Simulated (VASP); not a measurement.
# MnF2 (P4_2/mnm) in VASP: notebook, part 2 of 2

VASP 6.6.1. Earlier steps stand in the parts before.

**4. Relaxation of cell and atoms, AM05, collinear spin, ferromagnetic start**

Input file INCAR:

```
SYSTEM = MnF2
PREC = Accurate
ENCUT = 600
EDIFF = 1E-7
ISMEAR = -1
SIGMA = 0.05
LREAL = .FALSE.
LASPH = .TRUE.
NELM = 100
ALGO = Normal
ISIF = 3
LWAVE = .FALSE.
LCHARG = .FALSE.
ISPIN = 2
MAGMOM = 4 4 0 0 0 0
LORBIT = 11
LMAXMIX = 4
GGA = AM
IBRION = 2
NSW = 60
EDIFFG = -0.005
```

Input file KPOINTS:

```
Automatic mesh
0
G
  5 5 6
  0 0 0
```

Input file POSCAR:

```
MnF2
1.0
    4.8738000000      0.0000000000      0.0000000000
    0.0000000000      4.8738000000      0.0000000000
    0.0000000000      0.0000000000      3.3107000000
Mn F
2 4
Direct
    0.5000000000      0.5000000000      0.5000000000
    0.0000000000      0.0000000000      0.0000000000
    0.8053000000      0.1947000000      0.5000000000
    0.6947000000      0.6947000000      0.0000000000
    0.1947000000      0.8053000000      0.5000000000
    0.3053000000      0.3053000000      0.0000000000
```

Potentials or basis: VASP PAW PBE potentials, release 64 (Mn_pv, F).

Started as:

```bash
$ cat potpaw_PBE.64/Mn_pv/POTCAR potpaw_PBE.64/F/POTCAR > POTCAR
$ mpirun -np 1 vasp_std > vasp.out
```

OUTCAR:

```text
SYSTEM = MnF2
   PREC = Accurate
   ENCUT = 600
   EDIFF = 1E-7
   ISMEAR = -1
   LREAL = .FALSE.
   LASPH = .TRUE.
   NELM = 100
   ISIF = 3
   ISPIN = 2
   LORBIT = 11
   GGA = AM
   IBRION = 2
   NSW = 60
   EDIFFG = -0.005

 ion  position               nearest neighbor table
   1  0.500  0.500  0.500-   3 2.10   5 2.10   4 2.13   6 2.13   4 2.13   6 2.13
   2  0.000  0.000  0.000-   4 2.10   6 2.10   5 2.13   3 2.13   3 2.13   5 2.13
   3  0.805  0.195  0.500-   1 2.10   2 2.13   2 2.13
   4  0.695  0.695  0.000-   2 2.10   1 2.13   1 2.13
   5  0.195  0.805  0.500-   1 2.10   2 2.13   2 2.13
   6  0.305  0.305  0.000-   2 2.10   1 2.13   1 2.13

  LATTYP: Found a simple tetragonal cell.
 ALAT       =     4.8738000000
 C/A-ratio  =     0.6792851574

  Lattice vectors:

 A1 = (   4.8738000000,   0.0000000000,   0.0000000000)
 A2 = (   0.0000000000,   4.8738000000,   0.0000000000)
 A3 = (   0.0000000000,   0.0000000000,   3.3107000000)

Analysis of symmetry for initial positions (statically):
=====================================================================
 Subroutine PRICEL returns:
 Original cell was already a primitive cell.

 Routine SETGRP: Setting up the symmetry group for a
 simple tetragonal supercell.

 Subroutine GETGRP returns: Found 16 space group operations
 (whereof  8 operations were pure point group operations)
 out of a pool of 16 trial point group operations.

The static configuration has the point symmetry D_2h.
 The point group associated with its full space group is D_4h.

Analysis of symmetry for dynamics (positions and initial velocities):
=====================================================================
 Subroutine PRICEL returns:
 Original cell was already a primitive cell.

 Routine SETGRP: Setting up the symmetry group for a
 simple tetragonal supercell.

 Subroutine GETGRP returns: Found 16 space group operations
 (whereof  8 operations were pure point group operations)
 out of a pool of 16 trial point group operations.

The dynamic configuration has the point symmetry D_2h.
 The point group associated with its full space group is D_4h.

[... 165 lines left out ...]
 Free energy of the ion-electron system (eV)
  ---------------------------------------------------
  ext. energy  EPLUGINS =         0.00000000
  ---------------------------------------------------
  free energy    TOTEN  =       -39.57407944 eV

  energy without entropy =      -39.57407928  energy(sigma->0) =      -39.57407936

------------------------ aborting loop because EDIFF is reached ----------------------------------------

  FORCE on cell =-STRESS in cart. coord.  units (eV):
  Direction    XX          YY          ZZ          XY          YZ          ZX
  --------------------------------------------------------------------------------------
  -------------------------------------------------------------------------------------
  Total        0.2987512      0.2987512      0.1028869     -0.0000000      0.0000000      0.0000000
  in kB        6.0864639      6.0864639      2.0961165     -0.0000000      0.0000000      0.0000000
  external PRESSURE =       4.7563481 kB  Pullay stress =       0.0000000 kB
[... 147 lines left out ...]
--------------------------------------- Ionic step        5  -------------------------------------------

 number of electron      54.0000046 magnetization       9.9999999

 Free energy of the ion-electron system (eV)
  ---------------------------------------------------
  ext. energy  EPLUGINS =         0.00000000
  ---------------------------------------------------
  free energy    TOTEN  =       -39.57532410 eV

  energy without entropy =      -39.57532398  energy(sigma->0) =      -39.57532404

 E-fermi :   3.8440     XC(G=0):  -9.7648

 val. band max:        3.2617348389   @ k =   0.0000   0.0000   0.0000
 cond. band min:       4.4039192697   @ k =   0.0000   0.0000   0.0000
 fundamental gap:      1.1421844308
 Fermi energy:         3.8439503663

 spin component 1

 k-point     1 :       0.0000    0.0000    0.0000
  band No.  band energies     occupation
      1     -46.6710      1.00000
      2     -46.6710      1.00000
      3     -46.6164      1.00000
      4     -46.6164      1.00000
      5     -46.6069      1.00000
      6     -46.6050      1.00000
[... 925 lines left out ...]
     35      10.7065      0.00000
     36      11.3932      0.00000
 Fermi energy:         3.8439503663

 spin component 2

 k-point     1 :       0.0000    0.0000    0.0000
  band No.  band energies     occupation
      1     -41.7996      1.00000
      2     -41.7996      1.00000
      3     -41.7377      1.00000
      4     -41.7377      1.00000
      5     -41.7245      1.00000
      6     -41.7219      1.00000
[... 958 lines left out ...]
  FREE ENERGIE OF THE ION-ELECTRON SYSTEM (eV)
  ---------------------------------------------------
  free  energy   TOTEN  =       -39.5753240984 eV

  energy  without entropy=      -39.5753239788  energy(sigma->0) =      -39.57532404

 reached required accuracy - stopping structural energy minimisation

 total charge

# of ion       s       p       d       tot
------------------------------------------
    1        0.166   6.149   4.950  11.266
    2        0.166   6.149   4.950  11.266
    3        1.729   4.360   0.000   6.089
    4        1.729   4.360   0.000   6.089
    5        1.729   4.360   0.000   6.089
    6        1.729   4.360   0.000   6.089
--------------------------------------------------
tot          7.248  29.737   9.901  46.886

 magnetization (x)

# of ion       s       p       d       tot
------------------------------------------
    1        0.023   0.022   4.541   4.585
    2        0.023   0.022   4.541   4.585
    3        0.008   0.073   0.000   0.081
    4        0.008   0.073   0.000   0.081
    5        0.008   0.073   0.000   0.081
    6        0.008   0.073   0.000   0.081
--------------------------------------------------
tot          0.076   0.337   9.081   9.495
```

Wall time 4.4 min (1 thread of Intel Xeon 6975P-C (Granite Rapids), shared host); peak memory 0.31 GiB.

Results:

```
Free energy                                           : -39.5753 eV
Relaxed volume                                        : 13.19 Å³/atom
Relaxed cell                                          : a = 4.895 Å, b = 4.895 Å, c = 3.302 Å, α = 90.00°, β = 90.00°, γ = 90.00°
Space group after relaxing (to 0.05 Å)                : P4_2/mnm (No. 136)
Energy gained by relaxing                             : 0.2 meV/atom
Ionic steps                                           : 5
Pressure after relaxing                               : 0.0 GPa
Largest force after relaxing                          : 0.005 eV/Å
Band gap on the k mesh                                : 1.14 eV, direct
Net moment                                            : 10.00 μB per cell
Site moments                                          : Mn +4.58; F +0.08 μB
Valence electrons inside the program's atomic spheres : Mn 11.27; F 6.09
```

Forces in eV/Å, atoms in the order of the input:
```
Mn   0.000  0.000  0.000
Mn   0.000  0.000  0.000
F   -0.003  0.003  0.000
F    0.003  0.003  0.000
F    0.003 -0.003  0.000
F   -0.003 -0.003  0.000
```

The path:
```tsv
step	energy change (eV)	largest force (eV/Å)	pressure (GPa)	volume (Å³)
1	0.0000	0.0017	0.48	78.64
2	-0.0008	0.0034	-0.03	79.09
3	-0.0008	0.0038	-0.07	79.12
4	-0.0011	0.0008	-0.05	79.13
5	-0.0012	0.0047	0.00	79.13
```

Final structure:
```xyz
6
Lattice="4.8954 0.0000 0.0000 0.0000 4.8954 0.0000 0.0000 0.0000 3.3020" Properties=species:S:1:pos:R:3 pbc="T T T"
Mn    2.4477    2.4477    1.6510
Mn    0.0000    0.0000    0.0000
F     3.9425    0.9529    1.6510
F     3.4005    3.4005    0.0000
F     0.9529    3.9425    1.6510
F     1.4948    1.4948    3.3020
```

Levels at points of the mesh, in eV from the valence-band top:
Spin up:
| k point | band 30 | band 31 | band 32 | band 33 | band 34 | band 35 |
| --- | --- | --- | --- | --- | --- | --- |
| (0.00, 0.00, 0.00) | -0.53 | -0.53 | 0.00 | 1.14 | 6.46 | 6.46 |
| (0.00, 0.00, 0.50) | -1.20 | -1.01 | -1.01 | 5.75 | 5.75 | 9.53 |
Spin down:
```
           k point  band 20  band 21  band 22  band 23  band 24  band 25
(0.00, 0.00, 0.00)    -4.60    -4.60    -4.30     1.73     1.77     2.13
(0.00, 0.00, 0.50)    -5.19    -5.00    -5.00     2.14     2.14     2.21
```

Caveat: the PAW data sets were made with another functional, which shifts forces and pressure a little; an odd mesh through Γ misses points on the zone boundary, where band edges often lie; only a ferromagnetic start was run, and an antiferromagnetic order may lie lower in energy.

**5. Single point, PBE, collinear spin, ferromagnetic start**

Input file INCAR:

```
SYSTEM = MnF2
PREC = Accurate
ENCUT = 520
EDIFF = 1E-6
ISMEAR = 0
SIGMA = 0.011
LREAL = .FALSE.
LASPH = .TRUE.
NELM = 100
ALGO = Normal
ISIF = 2
LWAVE = .FALSE.
LCHARG = .TRUE.
ISPIN = 2
MAGMOM = 4 4 0 0 0 0
LORBIT = 11
LMAXMIX = 4
GGA = PE
LELF = .TRUE.
LVHAR = .TRUE.
NBANDS = 40
```

Input file KPOINTS:

```
Automatic mesh
0
G
  6 6 8
  0 0 0
```

POSCAR is that of step 4.

Started as:

```bash
$ cat potpaw_PBE.64/Mn_pv/POTCAR potpaw_PBE.64/F/POTCAR > POTCAR
$ mpirun -np 1 vasp_std > vasp.out
```

It took 99 s on 1 thread of Intel Xeon 6975P-C (Granite Rapids), shared host; peak memory 0.35 GiB.

The run converged. Its results:

* Free energy: -39.2993 eV
* Pressure: 3.7 GPa
* Largest force: 0.044 eV/Å
* Band gap on the k mesh: 1.12 eV, direct
* Net moment: 10.00 μB per cell
* Site moments: Mn +4.59; F +0.09 μB
* Valence electrons inside the program's atomic spheres: Mn 11.26; F 6.10

Forces on the atoms (eV/Å):
```
Mn   0.000  0.000  0.000
Mn   0.000  0.000  0.000
F   -0.031  0.031  0.000
F    0.031  0.031  0.000
F    0.031 -0.031  0.000
F   -0.031 -0.031  0.000
```

Stress tensor (GPa, compression positive):
```
3.57 0.00 0.00
0.00 3.57 0.00
0.00 0.00 4.04
```

Levels at points of the mesh, in eV from the valence-band top:
Spin up:
| k point | band 29 | band 30 | band 31 | band 32 | band 33 | band 34 | band 35 | band 36 |
| --- | --- | --- | --- | --- | --- | --- | --- | --- |
| (0.00, 0.00, 0.00) | -1.57 | -0.56 | -0.56 | 0.00 | 1.12 | 6.48 | 6.48 | 7.78 |
| (0.50, 0.00, 0.00) | -0.82 | -0.82 | -0.68 | -0.68 | 3.47 | 3.47 | 7.79 | 7.79 |
| (0.50, 0.50, 0.00) | -1.12 | -1.12 | -0.56 | -0.56 | 4.97 | 4.97 | 5.55 | 5.55 |
| (0.00, 0.00, 0.50) | -1.24 | -1.24 | -1.00 | -1.00 | 5.72 | 5.72 | 9.58 | 9.58 |
| (0.50, 0.00, 0.50) | -1.66 | -1.66 | -0.32 | -0.32 | 6.85 | 6.85 | 6.90 | 6.90 |
| (0.50, 0.50, 0.50) | -1.27 | -1.27 | -0.83 | -0.83 | 6.78 | 6.78 | 7.91 | 7.91 |
Spin down:
| k point | band 19 | band 20 | band 21 | band 22 | band 23 | band 24 | band 25 | band 26 |
| --- | --- | --- | --- | --- | --- | --- | --- | --- |
| (0.00, 0.00, 0.00) | -5.07 | -4.68 | -4.68 | -4.39 | 1.70 | 1.75 | 2.14 | 2.22 |
| (0.50, 0.00, 0.00) | -5.46 | -5.46 | -4.72 | -4.72 | 1.92 | 1.92 | 2.34 | 2.34 |
| (0.50, 0.50, 0.00) | -5.12 | -5.12 | -5.04 | -5.04 | 1.79 | 1.79 | 2.24 | 2.24 |
| (0.00, 0.00, 0.50) | -5.30 | -5.30 | -5.08 | -5.08 | 2.15 | 2.15 | 2.25 | 2.25 |
| (0.50, 0.00, 0.50) | -5.14 | -5.14 | -4.89 | -4.89 | 1.88 | 1.88 | 2.29 | 2.29 |
| (0.50, 0.50, 0.50) | -4.87 | -4.87 | -4.79 | -4.79 | 2.12 | 2.12 | 2.23 | 2.23 |

Caveat: only a ferromagnetic start was run, and an antiferromagnetic order may lie lower in energy.

**6. Relaxation of cell and atoms, PBE, collinear spin, ferromagnetic start**

Input file INCAR:

```
SYSTEM = MnF2
  PREC = Accurate
  ENCUT = 600
  EDIFF = 1E-6
  ISMEAR = -1
  SIGMA = 0.05
  LREAL = .FALSE.
  LASPH = .TRUE.
  NELM = 120
  ALGO = Fast
  ISIF = 3
  LWAVE = .FALSE.
  LCHARG = .FALSE.
  ISPIN = 2
  MAGMOM = 4 4 0 0 0 0
  LORBIT = 11
  LMAXMIX = 4
  GGA = PE
  IBRION = 2
  NSW = 60
  EDIFFG = -0.005
```

Input file KPOINTS:

```
Automatic mesh
0
G
  5 5 6
  0 0 0
```

POSCAR is that of step 5.

Potentials or basis: VASP PAW PBE potentials, release 64 (Mn_pv, F).

Started as:

```bash
$ cat potpaw_PBE.64/Mn_pv/POTCAR potpaw_PBE.64/F/POTCAR > POTCAR
$ mpirun -np 1 vasp_std > vasp.out
```

Run time: 7.4 min. Hardware: 1 thread of Intel Xeon 6975P-C (Granite Rapids), shared host; peak memory 0.3 GiB.

Results (log left out):

| Property | Result |
| --- | --- |
| Free energy | -39.3399 eV |
| Relaxed volume | 13.61 Å³/atom |
| Relaxed cell | a = 4.946 Å, b = 4.946 Å, c = 3.338 Å, α = 90.00°, β = 90.00°, γ = 90.00° |
| Space group after relaxing (to 0.05 Å) | P4_2/mnm (No. 136) |
| Energy gained by relaxing | 5.6 meV/atom |
| Ionic steps | 13 |
| Pressure after relaxing | 0.0 GPa |
| Largest force after relaxing | 0.005 eV/Å |
| Band gap on the k mesh | 1.20 eV, direct |
| Net moment | 10.00 μB per cell |
| Site moments | Mn +4.60; F +0.09 μB |
| Valence electrons inside the program's atomic spheres | Mn 11.22; F 6.09 |

Forces on the atoms (eV/Å):
```
Mn   0.000  0.000  0.000
Mn   0.000  0.000  0.000
F   -0.004  0.004  0.000
F    0.004  0.004  0.000
F    0.004 -0.004  0.000
F   -0.004 -0.004  0.000
```

The path:
```tsv
step	energy change (eV)	largest force (eV/Å)	pressure (GPa)	volume (Å³)
1	0.0000	0.0437	3.58	78.64
2	-0.0320	0.0169	-0.44	82.02
3	-0.0326	0.0104	0.03	81.60
4	-0.0326	0.0113	-0.04	81.66
5	-0.0330	0.0071	-0.04	81.70
6	-0.0332	0.0021	-0.05	81.74
7	-0.0333	0.0075	-0.05	81.83
8	-0.0333	0.0066	-0.08	81.81
9	-0.0333	0.0021	-0.06	81.78
10	-0.0333	0.0027	-0.06	81.79
11	-0.0333	0.0042	-0.07	81.80
12	-0.0333	0.0045	-0.08	81.80
13	-0.0333	0.0050	0.03	81.67
```

Final structure:
```
Mn F
1.0
     4.94629    0.00000    0.00000
     0.00000    4.94629    0.00000
     0.00000    0.00000    3.33830
Mn F
2 4
Direct
  0.50000 0.50000 0.50000
  0.00000 0.00000 0.00000
  0.80524 0.19476 0.50000
  0.69476 0.69476 0.00000
  0.19476 0.80524 0.50000
  0.30524 0.30524 0.00000
```

Levels at points of the mesh, in eV from the valence-band top:
Spin up:
| k point | band 28 | band 29 | band 30 | band 31 | band 32 | band 33 | band 34 | band 35 | band 36 |
| --- | --- | --- | --- | --- | --- | --- | --- | --- | --- |
| (0.00, 0.00, 0.00) | -1.71 | -1.48 | -0.51 | -0.51 | 0.00 | 1.20 | 6.57 | 6.57 | 7.60 |
| (0.00, 0.00, 0.50) | -1.76 | -1.16 | -1.16 | -0.96 | -0.96 | 5.73 | 5.73 | 9.48 | 9.48 |
Spin down:
| k point | band 18 | band 19 | band 20 | band 21 | band 22 | band 23 | band 24 | band 25 | band 26 | band 27 |
| --- | --- | --- | --- | --- | --- | --- | --- | --- | --- | --- |
| (0.00, 0.00, 0.00) | -5.57 | -4.75 | -4.37 | -4.37 | -4.08 | 1.87 | 1.90 | 2.28 | 2.36 | 2.36 |
| (0.00, 0.00, 0.50) | -5.39 | -4.93 | -4.93 | -4.74 | -4.74 | 2.28 | 2.28 | 2.37 | 2.37 | 2.44 |

Caveat: an odd mesh through Γ misses points on the zone boundary, where band edges often lie; only a ferromagnetic start was run, and an antiferromagnetic order may lie lower in energy.

**7. Summary**

```tsv
task	level	cell	k mesh	cutoff (eV)	smearing	gap on the mesh (eV)	pressure (GPa)	moment (μB)	relaxed volume (Å³/atom)
relaxation of cell and atoms	BLYP	relaxed	5 × 5 × 6	600	fermi-dirac 0.05 eV	1.41	0.0	10.00	13.94
relaxation of cell and atoms	PW91	relaxed	5 × 5 × 6	600	fermi-dirac 0.05 eV	1.21	0.0	10.00	13.57
relaxation of cell and atoms	AM05	relaxed	5 × 5 × 6	600	fermi-dirac 0.05 eV	1.14	0.0	10.00	13.19
single point	PBE	as given	6 × 6 × 8	520	gaussian 0.011 eV	1.12	3.7	10.00	-
relaxation of cell and atoms	PBE	relaxed	5 × 5 × 6	600	fermi-dirac 0.05 eV	1.20	0.0	10.00	13.61
```

Alike in all rows: potentials or basis VASP PAW PBE potentials, release 64 (Mn_pv, F); spin collinear, ferromagnetic start.

Caveats: only a ferromagnetic start was run, and an antiferromagnetic order may lie lower in energy; an odd mesh through Γ misses points on the zone boundary, where band edges often lie (some runs); the PAW data sets were made with another functional, which shifts forces and pressure a little (some runs).

Absolute energies hang on the potentials; compare differences alone.
